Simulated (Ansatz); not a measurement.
P (R-3m): electronic heat capacity and spin susceptibility from the density of states

Method: Ansatz 0.2.0, DFT PBE+D3(BJ), scalar-relativistic, plane waves, PAW.

Cutoff 420 eV; k points 15×15×15 on the computed 2-atom cell (Γ-centred); Gaussian smearing, width 0.10 eV; no spin polarisation.

Relaxed cell: R-3m, a = 3.427 Å, b = 3.427 Å, c = 8.735 Å, α = 90.00°, β = 90.00°, γ = 120.00°, 2 atoms in the primitive cell. This form isn't the element's structure at ambient conditions.

The density of states at the Fermi level is 0.351 states/eV in the cell of 2 atoms (2 formula units; both spins, tetrahedra on a 23×23×23 mesh).

Question: What Sommerfeld coefficient and Pauli susceptibility does this give?

Answer: Per formula unit N(E_F) = 0.176 states/eV. γ = (π²/3) k_B² N(E_F) N_A = 2.357 mJ/(mol K²) per state/eV, so γ = 0.4 mJ/(mol K²), a mole of formula units. χ_P = μ_B² N(E_F) N_A = 3.23×10⁻⁵ emu/mol per state/eV gives 0.6×10⁻⁵ emu/mol. This is the bare band result: a measured γ of the same phase is as a rule larger by a factor 1 + λ from phonons and spin fluctuations, the spin part of χ is larger by the Stoner factor, and a measured χ also holds orbital and core terms. N(E_F) at one energy is sensitive to the mesh where the density of states has sharp peaks.

Cost: 1 run of about 0.59 core-minutes, on Intel Xeon Platinum 8488C (Sapphire Rapids) (shared hosts).